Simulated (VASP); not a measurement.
# GaN (Fm-3m) in VASP: a series of runs, part 2 of 2

VASP 6.6.1. The steps go on from the part before.

### 4 Dielectric tensor, PBE

The input, INCAR:

```
SYSTEM = GaN
PREC = Accurate
ENCUT = 650
EDIFF = 1E-8
ISMEAR = 0
SIGMA = 0.01
LREAL = .False.
LASPH = .True.
NELM = 100
ALGO = Normal
ISIF = 2
LWAVE = .False.
LCHARG = .False.
GGA = PE
LEPSILON = .True.
```

The input, KPOINTS:

```
regular mesh
0
Gamma
  6 6 6
  0 0 0
```

The input, POSCAR:

```
GaN
1.0
    0.0000000000      2.1352350000      2.1352350000
    2.1352350000      0.0000000000      2.1352350000
    2.1352350000      2.1352350000      0.0000000000
Ga N
1 1
Direct
    0.0000000000      0.0000000000      0.0000000000
    0.5000000000      0.5000000000      0.5000000000
```

Potentials or basis: VASP PAW PBE potentials, release 64 (Ga_d, N).

Command:

```bash
cat potpaw_PBE.64/Ga_d/POTCAR potpaw_PBE.64/N/POTCAR > POTCAR
mpirun -np 1 vasp_std > vasp.out
```

OUTCAR:

```text
SYSTEM = GaN
   PREC = Accurate
   ENCUT = 650
   EDIFF = 1E-8
   ISMEAR = 0
   LREAL = .False.
   LASPH = .True.
   NELM = 100
   ISIF = 2
   GGA = PE
   LEPSILON = .True.

 Found     16 irreducible k-points:

 Following reciprocal coordinates:
            Coordinates               Weight
  0.000000  0.000000  0.000000      1.000000
  0.166667  0.000000  0.000000      8.000000
  0.333333  0.000000  0.000000      8.000000
  0.500000  0.000000  0.000000      4.000000
  0.166667  0.166667  0.000000      6.000000
  0.333333  0.166667  0.000000     24.000000
   k-points           NKPTS =     16   k-points in BZ     NKDIM =     16   number of bands    NBANDS=     13
   number of dos      NEDOS =    301   number of ions     NIONS =      2
   total plane-waves  NPLWV =  21952
   dimension x,y,z NGX =    28 NGY =   28 NGZ =   28
   dimension x,y,z NGXF=    56 NGYF=   56 NGZF=   56
   ions per type =               1   1
   NGX,Y,Z   is equivalent  to a cutoff of  15.42, 15.42, 15.42 a.u.
   NGXF,Y,Z  is equivalent  to a cutoff of  30.83, 30.83, 30.83 a.u.
 SYSTEM =  GaN
   PREC   = accura    normal or accurate (medium, high low for compatibility)
   ISTART =      0    job   : 0-new  1-cont  2-samecut
   ICHARG =      2    charge: 1-file 2-atom 10-const
   ISPIN  =      1    spin polarized calculation?
[... 210 lines left out ...]
  free energy    TOTEN  =        -0.50841754 eV

  energy without entropy =       -0.50841754

------------------------ aborting loop because EDIFF is reached ----------------------------------------

 PIEZOELECTRIC TENSOR FIELD DIRECTION 3  (e Angst)
 -----------------------------------------------------------------------------
     0.00116  0.00000  0.00000           (  0.00000  0.00000 -0.00000)
     0.00000  0.00116  0.00000           (  0.00000  0.00000  0.00000)
    -0.00000 -0.00000 -0.00242           ( -0.00000  0.00000 -0.00002)

 PIEZOELECTRIC TENSOR FIELD DIRECTION 3  (C/m^2)
 -----------------------------------------------------------------------------
     0.00096  0.00000  0.00000
     0.00000  0.00096  0.00000
    -0.00000 -0.00000 -0.00199

 MACROSCOPIC STATIC DIELECTRIC TENSOR (including local field effects in DFT)
 ------------------------------------------------------
           9.895283     0.000000    -0.000000
           0.000000     9.895283     0.000000
          -0.000000     0.000000     9.895283
 ------------------------------------------------------

 PIEZOELECTRIC TENSOR (including local field effects)  for field in x, y, z        (e  Angst)
          XX          YY          ZZ          XY          YZ          ZX
  --------------------------------------------------------------------------------
  x     0.00000     0.00000     0.00000     0.00000     0.00000     0.00000
  y     0.00000     0.00000     0.00000     0.00000     0.00000     0.00000
  z     0.00000     0.00000     0.00000     0.00000     0.00000     0.00000

 PIEZOELECTRIC TENSOR (including local field effects)  for field in x, y, z        (C/m^2)
          XX          YY          ZZ          XY          YZ          ZX
  --------------------------------------------------------------------------------
  x     0.00000     0.00000     0.00000     0.00000     0.00000     0.00000
  y     0.00000     0.00000     0.00000     0.00000     0.00000     0.00000
  z     0.00000     0.00000     0.00000     0.00000     0.00000     0.00000

 BORN EFFECTIVE CHARGES (including local field effects) (in |e|, cummulative output)
 ---------------------------------------------------------------------------------
 ion    1
    1     3.73627     0.00000     0.00000
    2     0.00000     3.73627     0.00000
    3     0.00000     0.00000     3.73627
 ion    2
    1    -3.73627     0.00000     0.00000
    2    -0.00000    -3.73627    -0.00000
    3     0.00000    -0.00000    -3.73627
```

Wall time 77 s (1 thread of Intel Xeon Platinum 8488C (Sapphire Rapids), shared host); peak memory 0.17 GiB.

These settings aren't checked as converged: the numbers below hold their error.

Results:

```yaml
Band_gap_on_the_k_mesh: 0.38 eV, indirect (least direct gap 2.36 eV)
Electronic_dielectric_tensor_diagonal: 9.90
Born_charges_mean_of_the_diagonal: Ga +3.74; N -3.74 e
```

Caveat: the k mesh is coarse (spacing up to 0.42 Å⁻¹), so the values aren't converged; the gap is small at this level, which inflates the dielectric constant.

### 5 Dielectric tensor, PBE

INCAR, as its differences from that of step 4:

```diff
@@ -2,3 +2,3 @@
 PREC = Accurate
-ENCUT = 650
+ENCUT = 400
 EDIFF = 1E-8
```

The input, KPOINTS:

```
regular mesh
0
Gamma
  8 8 8
  0 0 0
```

POSCAR is that of step 4.

Potentials or basis: VASP PAW PBE potentials, release 64 (Ga_d, N).

Command:

```bash
cat potpaw_PBE.64/Ga_d/POTCAR potpaw_PBE.64/N/POTCAR > POTCAR
mpirun -np 1 vasp_std > vasp.out
```

OUTCAR:

```text
SYSTEM = GaN
   PREC = Accurate
   ENCUT = 400
   EDIFF = 1E-8
   ISMEAR = 0
   LREAL = .False.
   LASPH = .True.
   NELM = 100
   ISIF = 2
   GGA = PE
   LEPSILON = .True.

 Found     29 irreducible k-points:

 Following reciprocal coordinates:
            Coordinates               Weight
  0.000000  0.000000  0.000000      1.000000
  0.125000  0.000000  0.000000      8.000000
  0.250000  0.000000  0.000000      8.000000
  0.375000  0.000000  0.000000      8.000000
  0.500000  0.000000  0.000000      4.000000
  0.125000  0.125000  0.000000      6.000000
   k-points           NKPTS =     29   k-points in BZ     NKDIM =     29   number of bands    NBANDS=     13
   number of dos      NEDOS =    301   number of ions     NIONS =      2
   total plane-waves  NPLWV =   8000
   dimension x,y,z NGX =    20 NGY =   20 NGZ =   20
   dimension x,y,z NGXF=    40 NGYF=   40 NGZF=   40
   ions per type =               1   1
   NGX,Y,Z   is equivalent  to a cutoff of  11.01, 11.01, 11.01 a.u.
   NGXF,Y,Z  is equivalent  to a cutoff of  22.02, 22.02, 22.02 a.u.
 SYSTEM =  GaN
   PREC   = accura    normal or accurate (medium, high low for compatibility)
   ISTART =      0    job   : 0-new  1-cont  2-samecut
   ICHARG =      2    charge: 1-file 2-atom 10-const
[... 208 lines left out ...]
  ---------------------------------------------------
  free energy    TOTEN  =        -0.45219212 eV

  energy without entropy =       -0.45219212

------------------------ aborting loop because EDIFF is reached ----------------------------------------

 PIEZOELECTRIC TENSOR FIELD DIRECTION 3  (e Angst)
 -----------------------------------------------------------------------------
     0.00056  0.00000 -0.00000           ( -0.00001  0.00000  0.00000)
     0.00000  0.00056  0.00000           (  0.00000 -0.00001  0.00000)
     0.00000 -0.00000 -0.00105           (  0.00000  0.00000 -0.00002)

 PIEZOELECTRIC TENSOR FIELD DIRECTION 3  (C/m^2)
 -----------------------------------------------------------------------------
     0.00046  0.00000 -0.00000
     0.00000  0.00046  0.00000
     0.00000 -0.00000 -0.00087

 MACROSCOPIC STATIC DIELECTRIC TENSOR (including local field effects in DFT)
 ------------------------------------------------------
           8.905044    -0.000000     0.000000
          -0.000000     8.905044     0.000000
          -0.000000    -0.000000     8.905044
 ------------------------------------------------------

 PIEZOELECTRIC TENSOR (including local field effects)  for field in x, y, z        (e  Angst)
          XX          YY          ZZ          XY          YZ          ZX
  --------------------------------------------------------------------------------
  x     0.00000     0.00000     0.00000     0.00000     0.00000     0.00000
  y     0.00000     0.00000     0.00000     0.00000     0.00000     0.00000
  z     0.00000     0.00000     0.00000     0.00000     0.00000     0.00000

 PIEZOELECTRIC TENSOR (including local field effects)  for field in x, y, z        (C/m^2)
          XX          YY          ZZ          XY          YZ          ZX
  --------------------------------------------------------------------------------
  x     0.00000     0.00000     0.00000     0.00000     0.00000     0.00000
  y     0.00000     0.00000     0.00000     0.00000     0.00000     0.00000
  z     0.00000     0.00000     0.00000     0.00000     0.00000     0.00000

 BORN EFFECTIVE CHARGES (including local field effects) (in |e|, cummulative output)
 ---------------------------------------------------------------------------------
 ion    1
    1     3.64099     0.00000    -0.00000
    2     0.00000     3.64099    -0.00000
    3    -0.00000    -0.00000     3.64099
 ion    2
    1    -3.64099     0.00000     0.00000
    2    -0.00000    -3.64099     0.00000
    3     0.00000     0.00000    -3.64099
```

stdout:

```text
POSCAR found type information on POSCAR GaN
 POSCAR found :  2 types and       2 ions
 scaLAPACK will be used
 LDA part: xc-table for (Slater+PW92), standard interpolation
 POSCAR, INCAR and KPOINTS ok, starting setup
 FFT: planning ... GRIDC
 FFT: planning ... GRID_SOFT
 FFT: planning ... GRID
 WAVECAR not read
 entering main loop
 Linear response reoptimize wavefunctions to high precision
 Linear response G [H, r] |phi>, progress :
  Direction:   1
 Linear response G [H, r] |phi>, progress :
  Direction:   2
 Linear response G [H, r] |phi>, progress :
  Direction:   3
 Linear response to external field (no local field effect), progress :
  Direction:   1
 dielectric tensor                  component  1 :    10.754     5.121     0.723
 Linear response to external field (no local field effect), progress :
  Direction:   2
 dielectric tensor                  component  2 :     5.121    10.789    -0.404
 Linear response to external field (no local field effect), progress :
  Direction:   3
 dielectric tensor                  component  3 :     0.723    -0.404     5.729
 Linear response to external field, progress :
  Direction:   1
 dielectric tensor                  component  1 :     8.905     3.500     0.800
 Linear response to external field, progress :
  Direction:   2
 dielectric tensor                  component  2 :     3.478     8.905    -0.237
 Linear response to external field, progress :
  Direction:   3
 dielectric tensor                  component  3 :     0.697     2.460     8.905
 Born effective charges drift removed
```

It took 51 s on 1 thread of Intel Xeon Platinum 8488C (Sapphire Rapids), shared host; peak memory 0.15 GiB.

The run converged, but some of its settings lie outside the range that counts as converged, so its numbers aren't taken as properties of the crystal.

What came out:

```yaml
Band_gap_on_the_k_mesh: 0.41 eV, indirect (least direct gap 2.35 eV)
Electronic_dielectric_tensor_diagonal: 8.91
Born_charges_mean_of_the_diagonal: Ga +3.64; N -3.64 e
```

Caveat: the cutoff is under 1.25 times the usual one of these potentials, so pressure, stress and relaxed cells hold a basis-set (Pulay) error; the gap is small at this level, which inflates the dielectric constant.

### 6 Dielectric tensor, PBE

INCAR, as its differences from that of step 5:

```diff
@@ -3,3 +3,3 @@
 ENCUT = 400
-EDIFF = 1E-8
+EDIFF = 1E-5
 ISMEAR = 0
```

KPOINTS is that of step 5.

POSCAR is that of step 5.

Potentials or basis: VASP PAW PBE potentials, release 64 (Ga_d, N).

Command:

```bash
cat potpaw_PBE.64/Ga_d/POTCAR potpaw_PBE.64/N/POTCAR > POTCAR
mpirun -np 1 vasp_std > vasp.out
```

OUTCAR:

```text
SYSTEM = GaN
   PREC = Accurate
   ENCUT = 400
   EDIFF = 1E-5
   ISMEAR = 0
   LREAL = .False.
   LASPH = .True.
   NELM = 100
   ISIF = 2
   GGA = PE
   LEPSILON = .True.

 Found     29 irreducible k-points:

 Following reciprocal coordinates:
            Coordinates               Weight
  0.000000  0.000000  0.000000      1.000000
  0.125000  0.000000  0.000000      8.000000
  0.250000  0.000000  0.000000      8.000000
  0.375000  0.000000  0.000000      8.000000
  0.500000  0.000000  0.000000      4.000000
  0.125000  0.125000  0.000000      6.000000
[... 236 lines left out ...]
     0.00048  0.00000 -0.00000
     0.00000  0.00048  0.00000
    -0.00000 -0.00000 -0.00085

 MACROSCOPIC STATIC DIELECTRIC TENSOR (including local field effects in DFT)
 ------------------------------------------------------
           8.905522    -0.000000    -0.000000
           0.000000     8.905522     0.000000
          -0.000000     0.000000     8.905522
 ------------------------------------------------------

 PIEZOELECTRIC TENSOR (including local field effects)  for field in x, y, z        (e  Angst)
          XX          YY          ZZ          XY          YZ          ZX
  --------------------------------------------------------------------------------
  x     0.00000     0.00000     0.00000     0.00000     0.00000     0.00000
  y     0.00000     0.00000     0.00000     0.00000     0.00000     0.00000
  z     0.00000     0.00000     0.00000     0.00000     0.00000     0.00000

 PIEZOELECTRIC TENSOR (including local field effects)  for field in x, y, z        (C/m^2)
          XX          YY          ZZ          XY          YZ          ZX
  --------------------------------------------------------------------------------
  x     0.00000     0.00000     0.00000     0.00000     0.00000     0.00000
  y     0.00000     0.00000     0.00000     0.00000     0.00000     0.00000
  z     0.00000     0.00000     0.00000     0.00000     0.00000     0.00000

 BORN EFFECTIVE CHARGES (including local field effects) (in |e|, cummulative output)
 ---------------------------------------------------------------------------------
 ion    1
    1     3.64057    -0.00000     0.00000
    2    -0.00000     3.64057     0.00000
    3    -0.00000     0.00000     3.64057
 ion    2
    1    -3.64057     0.00000    -0.00000
    2     0.00000    -3.64057    -0.00000
    3     0.00000    -0.00000    -3.64057
```

stdout:

```text
POSCAR found type information on POSCAR GaN
 POSCAR found :  2 types and       2 ions
 scaLAPACK will be used
 LDA part: xc-table for (Slater+PW92), standard interpolation
 POSCAR, INCAR and KPOINTS ok, starting setup
 FFT: planning ... GRIDC
 FFT: planning ... GRID_SOFT
 FFT: planning ... GRID
 WAVECAR not read
 entering main loop
 Linear response reoptimize wavefunctions to high precision
 Linear response G [H, r] |phi>, progress :
  Direction:   1
 Linear response G [H, r] |phi>, progress :
  Direction:   2
 Linear response G [H, r] |phi>, progress :
  Direction:   3
 Linear response to external field (no local field effect), progress :
  Direction:   1
 dielectric tensor                  component  1 :    10.755     5.121     0.723
 Linear response to external field (no local field effect), progress :
  Direction:   2
 dielectric tensor                  component  2 :     5.121    10.789    -0.404
 Linear response to external field (no local field effect), progress :
  Direction:   3
 dielectric tensor                  component  3 :     0.723    -0.404     5.729
 Linear response to external field, progress :
  Direction:   1
 dielectric tensor                  component  1 :     8.906     3.501     0.800
 Linear response to external field, progress :
  Direction:   2
 dielectric tensor                  component  2 :     3.478     8.906    -0.237
 Linear response to external field, progress :
  Direction:   3
 dielectric tensor                  component  3 :     0.697     2.460     8.906
 Born effective charges drift removed
```

Wall time 36 s (1 thread of Intel Xeon Platinum 8488C (Sapphire Rapids), shared host); peak memory 0.14 GiB.

These settings aren't checked as converged: the numbers below hold their error.

Results:

```
Band gap on the k mesh                  : 0.41 eV, indirect (least direct gap 2.35 eV)
Electronic dielectric tensor (diagonal) : 8.91
Born charges (mean of the diagonal)     : Ga +3.64; N -3.64 e
```

Caveat: the cutoff is under 1.25 times the usual one of these potentials, so pressure, stress and relaxed cells hold a basis-set (Pulay) error; the gap is small at this level, which inflates the dielectric constant.

### 7 The reference run

An earlier run on the cell as given: functional PBE; potentials or basis VASP PAW PBE potentials, release 64 (Ga_d, N); cutoff 520 eV; k mesh 11 × 11 × 11; occupations fermi-dirac, width 0.05 eV; no spin polarisation.

- Pressure: 0.4 GPa
- Band gap on the k mesh: 0.54 eV, indirect (least direct gap 2.37 eV)
